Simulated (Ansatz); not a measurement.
Convergence test, Hf3N2

Method: Ansatz, DFT r2SCAN, scalar-relativistic, plane waves, PAW.

```cif
data_structure
_symmetry_space_group_name_H-M 'P 1'
_symmetry_Int_Tables_number 1
_cell_length_a 7.9717
_cell_length_b 7.9717
_cell_length_c 7.9717
_cell_angle_alpha 23.148
_cell_angle_beta 23.148
_cell_angle_gamma 23.148
_cell_volume 68.72
loop_
_atom_site_label
_atom_site_type_symbol
_atom_site_fract_x
_atom_site_fract_y
_atom_site_fract_z
_atom_site_occupancy
Hf1 Hf 0.77942 0.77942 0.77942 1
Hf2 Hf 0.22058 0.22058 0.22058 1
Hf3 Hf 0.00000 0.00000 0.00000 1
N1 N 0.61192 0.61192 0.61192 1
N2 N 0.38808 0.38808 0.38808 1
```

- plane-wave cutoff: 500 eV
- occupation rule: Gaussian smearing, 0.1 eV
- spin treatment: unpolarised

The atoms stay fixed while the k-point mesh is varied. ΔE is the energy extrapolated to zero smearing, less that of the reference run (18×18×18). The cell isn't necessarily relaxed at this level. The meshes are Γ-centred. Spin–orbit coupling is left out. Pressure is positive in compression.

Times are rough; the reference took 8.9 min on 1 thread of Intel(R) Xeon(R) Processor @ 2.50GHz (Skylake/Cascade Lake), with other jobs on the host, peak memory 1.9 GiB.

Problem. Tried: 1×1×1, 3×3×3, 6×6×6, 12×12×12, 18×18×18. From which k-point mesh on does the energy per atom stay within 100, 10 and 1 meV of the reference?

Solution. 3×3×3 for 100 meV, 3×3×3 for 10 meV, 6×6×6 for 1 meV. The reference itself isn't shown to be converged. At 3×3×3, where the energy is within 10 meV, force components still miss by up to 0.143 eV/Å, where the largest force is 0.127 eV/Å.

```
    mesh  ΔE (meV/atom) P (GPa) largest change of a force component (eV/Å) irreducible points wall time (s)
   1×1×1           1589    27.33                                       4.174                   1            6.3
   3×3×3          -7.32     2.54                                       0.143                   6            9.6
   6×6×6          -0.19     1.84                                       0.022                  32             34
12×12×12          -0.34     1.99                                       0.004                 189            200
18×18×18           0.00     2.01                                       0.000                 580            530
```